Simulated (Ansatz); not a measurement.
# Straining TiCo

These are results of DFT PBE, scalar-relativistic, plane waves, PAW (Ansatz 0.2.0), not measurements. Settings: 420 eV cutoff, 18×18×18 k-mesh, Gaussian smearing of 0.10 eV, collinear spin.

Starting point, cell and atoms relaxed:

```
Ti Co
1.0
     2.98559    0.00000    0.00000
     0.00000    2.98559    0.00000
     0.00000    0.00000    2.98559
Ti Co
1 1
Direct
  0.00000 0.00000 0.00000
  0.50000 0.50000 0.50000
```

Deformation: c alone is stretched, the rest of the cell is held and the atoms relax, all within the symmetry that the strain leaves. Energies are extrapolated to zero smearing. Stress is positive in compression, on the Cartesian axes of the cell above.

```tsv
strain (%)	ΔE (meV/atom)	a (Å)	b (Å)	c (Å)	σxx (GPa)	σyy (GPa)	σzz (GPa)	moment (μB/cell)
-3.0	?	2.986	2.986	2.896	?	?	?	?
-2.0	4.5	2.986	2.986	2.926	2.40	2.40	5.44	0.85
-1.0	1.1	2.986	2.986	2.956	1.13	1.13	2.63	0.86
+0.0	0.0	2.986	2.986	2.986	-0.07	-0.07	-0.07	0.87
+1.0	1.1	2.986	2.986	3.015	-1.23	-1.23	-2.58	0.88
+2.0	4.2	2.986	2.986	3.045	-2.34	-2.34	-4.92	0.88
+3.0	?	2.986	2.986	3.075	?	?	?	?
```

(1) Fill in the row at -3.0 %.

(2) Fill in the row at +3.0 %.

## Answers

(1) ΔE 10.3 meV/atom; σxx 3.77 GPa; σyy 3.77 GPa; σzz 8.16 GPa; moment 0.83 μB/cell.

(2) ΔE 9.2 meV/atom; σxx -3.39 GPa; σyy -3.39 GPa; σzz -7.14 GPa; moment 0.89 μB/cell.